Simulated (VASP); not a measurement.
# CsSnBr3 (Pm-3m) in VASP: single point with PBE

Aim: the single point of CsSnBr3 with PBE.

Everything below comes from runs of VASP 6.6.1. Logs are shortened: lines on timing, memory, paths and dates and some standing lists are left out, and cuts for length are marked.

**The experiment to reproduce.**

“Influence of hidden halogen mobility on local structure of CsSn(Cl1−xBrx)3 mixed-halide perovskites by solid-state NMR”, 2020, pmc:8179406 reports, for a powder of CsSnBr3 at 300 K: band gap 1.79 eV (optical).

The runs below are set against these values where they give the same quantity.

## 1. Starting point

The structure is cubic, space group Pm-3m (No. 221). The conventional cell has a = 5.839 Å, b = 5.839 Å, c = 5.839 Å, α = 90.00°, β = 90.00°, γ = 90.00°. Around Cs (site symmetry m-3m) lie 12 Br at 4.13 Å. Sn (site symmetry m-3m) is surrounded by 6 Br at 2.92 Å. Br (site symmetry 4/mmm) is surrounded by 2 Sn at 2.92 Å.

The cell is a database's computed one.

## 2. Single point, PBE

Contents of INCAR:

```
SYSTEM = CsSnBr3
  PREC = Accurate
  ENCUT = 520
  EDIFF = 1E-6
  ISMEAR = 0
  SIGMA = 0.05
  LREAL = .FALSE.
  LASPH = .TRUE.
  NELM = 100
  ALGO = Fast
  ISIF = 2
  LWAVE = .FALSE.
  LCHARG = .TRUE.
  GGA = PE
  LELF = .TRUE.
  LVHAR = .TRUE.
  NBANDS = 30
```

Contents of KPOINTS:

```
Automatic mesh
0
G
  6 6 6
  0 0 0
```

Contents of POSCAR:

```
CsSnBr3
1.0
    5.8390056100      0.0000000000      0.0000000000
    0.0000000000      5.8390056100      0.0000000000
    0.0000000000      0.0000000000      5.8390056100
Cs Sn Br
1 1 3
Direct
    0.0000000000      0.0000000000      0.0000000000
    0.5000000000      0.5000000000      0.5000000000
    0.5000000000      0.0000000000      0.5000000000
    0.5000000000      0.5000000000      0.0000000000
    0.0000000000      0.5000000000      0.5000000000
```

Potentials or basis: VASP PAW PBE potentials, release 64 (Cs_sv, Sn_d, Br).

Run with:

```console
$ cat potpaw_PBE.64/Cs_sv/POTCAR potpaw_PBE.64/Sn_d/POTCAR potpaw_PBE.64/Br/POTCAR > POTCAR
$ mpirun -np 1 vasp_std > vasp.out
```

OUTCAR:

```text
SYSTEM = CsSnBr3
   PREC = Accurate
   ENCUT = 520
   EDIFF = 1E-6
   ISMEAR = 0
   LREAL = .FALSE.
   LASPH = .TRUE.
   NELM = 100
   ISIF = 2
   GGA = PE

 ion  position               nearest neighbor table
   1  0.000  0.000  0.000-
   2  0.500  0.500  0.500-   3 2.92   4 2.92   5 2.92   4 2.92   3 2.92   5 2.92
   3  0.500  0.000  0.500-   2 2.92   2 2.92
   4  0.500  0.500  0.000-   2 2.92   2 2.92
   5  0.000  0.500  0.500-   2 2.92   2 2.92

  LATTYP: Found a simple cubic cell.
 ALAT       =     5.8390056100

  Lattice vectors:

 A1 = (   5.8390056100,   0.0000000000,   0.0000000000)
 A2 = (   0.0000000000,   5.8390056100,   0.0000000000)
 A3 = (   0.0000000000,   0.0000000000,   5.8390056100)

Analysis of symmetry for initial positions (statically):
=====================================================================
 Subroutine PRICEL returns:
 Original cell was already a primitive cell.

 Routine SETGRP: Setting up the symmetry group for a
 simple cubic supercell.

 Subroutine GETGRP returns: Found 48 space group operations
 (whereof 48 operations were pure point group operations)
 out of a pool of 48 trial point group operations.

The static configuration has the point symmetry O_h .

Analysis of symmetry for dynamics (positions and initial velocities):
=====================================================================
 Subroutine PRICEL returns:
 Original cell was already a primitive cell.

 Routine SETGRP: Setting up the symmetry group for a
 simple cubic supercell.

 Subroutine GETGRP returns: Found 48 space group operations
 (whereof 48 operations were pure point group operations)
 out of a pool of 48 trial point group operations.

The dynamic configuration has the point symmetry O_h .

 Subroutine INISYM returns: Found 48 space group operations
 (whereof 48 operations are pure point group operations),
 and found     1 'primitive' translations

----------------------------------------------------------------------------------------

                                     Primitive cell

  volume of cell :     199.0750

  direct lattice vectors                    reciprocal lattice vectors
     5.839005610  0.000000000  0.000000000     0.171262038  0.000000000  0.000000000
     0.000000000  5.839005610  0.000000000     0.000000000  0.171262038  0.000000000
     0.000000000  0.000000000  5.839005610     0.000000000  0.000000000  0.171262038

  length of vectors
     5.839005610  5.839005610  5.839005610     0.171262038  0.171262038  0.171262038

  position of ions in fractional coordinates (direct lattice)
     0.000000000  0.000000000  0.000000000
     0.500000000  0.500000000  0.500000000
     0.500000000  0.000000000  0.500000000
     0.500000000  0.500000000  0.000000000
     0.000000000  0.500000000  0.500000000

  ion indices of the primitive-cell ions
   primitive index   ion index
                 1           1
                 2           2
                 3           3
                 4           4
                 5           5

----------------------------------------------------------------------------------------

 KPOINTS: Automatic mesh

Automatic generation of k-mesh.
 Grid dimensions read from file:
 generate k-points for:    6    6    6

 Generating k-lattice:

  Cartesian coordinates                     Fractional coordinates (reciprocal lattice)
     0.028543673  0.000000000  0.000000000     0.166666667  0.000000000  0.000000000
     0.000000000  0.028543673  0.000000000     0.000000000  0.166666667  0.000000000
     0.000000000  0.000000000  0.028543673     0.000000000  0.000000000  0.166666667

  Length of vectors
     0.028543673  0.028543673  0.028543673

  Shift w.r.t. Gamma in fractional coordinates (k-lattice)
     0.000000000  0.000000000  0.000000000

 Subroutine IBZKPT returns following result:
 ===========================================

 Found     20 irreducible k-points:

 Following reciprocal coordinates:
            Coordinates               Weight
  0.000000  0.000000  0.000000      1.000000
  0.166667  0.000000  0.000000      6.000000
  0.333333  0.000000  0.000000      6.000000
  0.500000  0.000000  0.000000      3.000000
  0.166667  0.166667  0.000000     12.000000
  0.333333  0.166667  0.000000     24.000000
[... 12 lines left out ...]
  0.500000  0.500000  0.333333      6.000000
  0.500000  0.500000  0.500000      1.000000
   k-points           NKPTS =     20   k-points in BZ     NKDIM =     20   number of bands    NBANDS=     30
   number of dos      NEDOS =    301   number of ions     NIONS =      5
   total plane-waves  NPLWV = 110592
   dimension x,y,z NGX =    48 NGY =   48 NGZ =   48
   dimension x,y,z NGXF=    96 NGYF=   96 NGZF=   96
   ions per type =               1   1   3
   NGX,Y,Z   is equivalent  to a cutoff of  13.67, 13.67, 13.67 a.u.
   NGXF,Y,Z  is equivalent  to a cutoff of  27.33, 27.33, 27.33 a.u.
 SYSTEM =  CsSnBr3
   PREC   = accura    normal or accurate (medium, high low for compatibility)
   ISTART =      0    job   : 0-new  1-cont  2-samecut
   ICHARG =      2    charge: 1-file 2-atom 10-const
   ISPIN  =      1    spin polarized calculation?
   LNONCOLLINEAR =      F non collinear calculations
   LSORBIT =      F    spin-orbit coupling
   LASPH  =      T    aspherical Exc in radial PAW
   ENCUT  =  520.0 eV  38.22 Ry    6.18 a.u.  10.86 10.86 10.86*2*pi/ulx,y,z
   NELM   =    100;   NELMIN=  2; NELMDL= -5     # of ELM steps
   EDIFF  = 0.1E-05   stopping-criterion for ELM
   LREAL  =      F    real-space projection
   EDIFFG = 0.1E-04   stopping-criterion for IOM
   NSW    =      0    number of steps for IOM
   IBRION =     -1    ionic relax: 0-MD 1-quasi-New 2-CG
   NFREE  =      0    steps in history (QN), initial steepest desc. (CG)
   ISIF   =      2    stress and relaxation
   ISYM   =      2    0-nonsym 1-usesym 2-fastsym
   POTIM  = 0.5000    time-step for ionic-motion
   TEBEG  =    0.0;   TEEND  =   0.0 temperature during run
   PSTRESS=    0.0 pullay stress
   NELECT =      44.0000    total number of electrons
   NUPDOWN=      -1.0000    fix difference up-down
   EMIN   =  10.00;   EMAX   =-10.00  energy-range for DOS
   EFERMI =   0.00;   METHOD = LEGACY
   ISMEAR =     0;   SIGMA  =   0.05  broadening in eV -4-tet -1-fermi 0-gaus
   EFERMI_NEDOS =   21; number of points for ismear=-14 and -15
   IALGO  =     68    algorithm
   IMIX   =      4    mixing-type and parameters
     AMIX     =   0.40;   BMIX     =  1.00
     AMIX_MAG =   1.60;   BMIX_MAG =  1.00
  volume/ion in A,a.u.               =      39.81       268.68
  Fermi-wavevector in a.u.,A,eV,Ry     =   0.989814  1.870477 13.330054  0.979731
  Thomas-Fermi vector in A             =   2.121439
   LORBIT       =      0    0 simple, 1 ext, 2 COOP (PROOUT), +10 PAW based schemes
   GGA     = PE    functional components
   LHFCALC =     F    Hartree Fock is set to
   AEXX    =    0.0000 exact exchange contribution
   IVDW    =     0    specifies the selected vdW correction
   LEPSILON=     F    determine dielectric tensor
   LRPA    =     F    only Hartree local field effects (RPA)
 non-spin polarized calculation
 RMM-DIIS sequential band-by-band and
 Gauss-broadening in eV      SIGMA  =   0.05
  energy-cutoff  :      520.00
  volume of cell :      199.07
 maximum number of plane-waves:      5400
 NGX is ok and might be reduce to    48
   NGX = 21   NGY = 21   NGZ = 21

 number of electron      44.0000008 magnetization

 Free energy of the ion-electron system (eV)
  ---------------------------------------------------
  ext. energy  EPLUGINS =         0.00000000
  ---------------------------------------------------
  free energy    TOTEN  =       -15.82407824 eV

  energy without entropy =      -15.82407824  energy(sigma->0) =      -15.82407824

 E-fermi :   2.4311     XC(G=0):  -7.6594

 val. band max:        2.1720043857   @ k =   0.5000   0.5000   0.5000
 cond. band min:       2.6748364173   @ k =   0.5000   0.5000   0.5000
 fundamental gap:      0.5028320317
 Fermi energy:         2.4311135002

 k-point     1 :       0.0000    0.0000    0.0000
  band No.  band energies     occupation
      1     -20.0998      2.00000
      2     -20.0269      2.00000
      3     -20.0269      2.00000
      4     -20.0002      2.00000
      5     -20.0002      2.00000
      6     -20.0002      2.00000
[... 22 lines left out ...]
     29       7.0879      0.00000
     30       7.0880      0.00000

 k-point     2 :       0.1667    0.0000    0.0000
  band No.  band energies     occupation
      1     -20.0995      2.00000
      2     -20.0269      2.00000
      3     -20.0255      2.00000
      4     -20.0002      2.00000
      5     -20.0002      2.00000
      6     -20.0002      2.00000
[... 22 lines left out ...]
     29       6.2679      0.00000
     30       7.0700      0.00000

 k-point     3 :       0.3333    0.0000    0.0000
  band No.  band energies     occupation
      1     -20.0989      2.00000
      2     -20.0269      2.00000
      3     -20.0225      2.00000
      4     -20.0003      2.00000
      5     -20.0003      2.00000
      6     -20.0002      2.00000
[... 22 lines left out ...]
     29       6.4892      0.00000
     30       7.3327      0.00000

 k-point     4 :       0.5000    0.0000    0.0000
  band No.  band energies     occupation
      1     -20.0986      2.00000
      2     -20.0269      2.00000
      3     -20.0210      2.00000
      4     -20.0004      2.00000
      5     -20.0004      2.00000
      6     -20.0002      2.00000
[... 484 lines left out ...]
     29       6.7978      0.00000
     30       7.3769      0.00000

 k-point    19 :       0.5000    0.5000    0.3333
  band No.  band energies     occupation
      1     -20.0970      2.00000
      2     -20.0195      2.00000
      3     -20.0180      2.00000
      4     -20.0005      2.00000
      5     -20.0005      2.00000
      6     -20.0005      2.00000
[... 22 lines left out ...]
     29       6.6368      0.00000
     30       7.5444      0.00000

 k-point    20 :       0.5000    0.5000    0.5000
  band No.  band energies     occupation
      1     -20.0967      2.00000
      2     -20.0180      2.00000
      3     -20.0180      2.00000
      4     -20.0006      2.00000
      5     -20.0006      2.00000
      6     -20.0006      2.00000
[... 22 lines left out ...]
     29       6.5099      0.00000
     30       7.7677      0.00000

------------------------ aborting loop because EDIFF is reached ----------------------------------------

  FORCE on cell =-STRESS in cart. coord.  units (eV):
  Direction    XX          YY          ZZ          XY          YZ          ZX
  --------------------------------------------------------------------------------------
  -------------------------------------------------------------------------------------
  Total        0.7549951      0.7549951      0.7549951     -0.0000000      0.0000000     -0.0000000
  in kB        6.0762837      6.0762837      6.0762837     -0.0000000      0.0000000     -0.0000000
  external PRESSURE =       6.0762837 kB  Pullay stress =       0.0000000 kB

 VOLUME and BASIS-vectors are now :
 -----------------------------------------------------------------------------
  energy-cutoff  :      520.00
  volume of cell :      199.07
      direct lattice vectors                 reciprocal lattice vectors
     5.839005610  0.000000000  0.000000000     0.171262038  0.000000000  0.000000000
     0.000000000  5.839005610  0.000000000     0.000000000  0.171262038  0.000000000
     0.000000000  0.000000000  5.839005610     0.000000000  0.000000000  0.171262038

 POSITION                                       TOTAL-FORCE (eV/Angst)
 -----------------------------------------------------------------------------------
      0.00000      0.00000      0.00000         0.000000      0.000000      0.000000
      2.91950      2.91950      2.91950         0.000000      0.000000      0.000000
      2.91950      0.00000      2.91950         0.000000      0.000000      0.000000
      2.91950      2.91950      0.00000         0.000000      0.000000      0.000000
      0.00000      2.91950      2.91950         0.000000      0.000000      0.000000
 -----------------------------------------------------------------------------------
    total drift:                                0.000000     -0.000000     -0.000000

  FREE ENERGIE OF THE ION-ELECTRON SYSTEM (eV)
  ---------------------------------------------------
  free  energy   TOTEN  =       -15.8240782389 eV

  energy  without entropy=      -15.8240782389  energy(sigma->0) =      -15.82407824
```

Run time: 73 s. Hardware: 1 thread of Intel Xeon 6975P-C (Granite Rapids), shared host; peak memory 0.39 GiB.

Results:

* Free energy: -15.8241 eV
* Pressure: 0.6 GPa
* Band gap on the k mesh: 0.50 eV, direct

Caveat: spin-orbit coupling is left out, which moves the levels of the heavy elements.

## 3. Comparison with measurements

Step 2. Against the measured gap of CsSnBr3, 1.79 eV (optical; 300 K; powder; “Influence of hidden halogen mobility on local structure of CsSn(Cl1−xBrx)3 mixed-halide perovskites by solid-state NMR”, 2020, pmc:8179406), the calculated 0.50 eV is off by -1.29 eV. So large a miss can be the level of theory's own, or it may mean another phase, state or a wrong row. Spin-orbit coupling on Br, Cs, Sn is left out. The value is that of PBE on a finite k mesh, which can miss the band edges, without temperature or zero-point motion. Semilocal functionals fall short of measured gaps as a rule. The cell is a database's relaxed one, not the measured one, which moves gaps too.
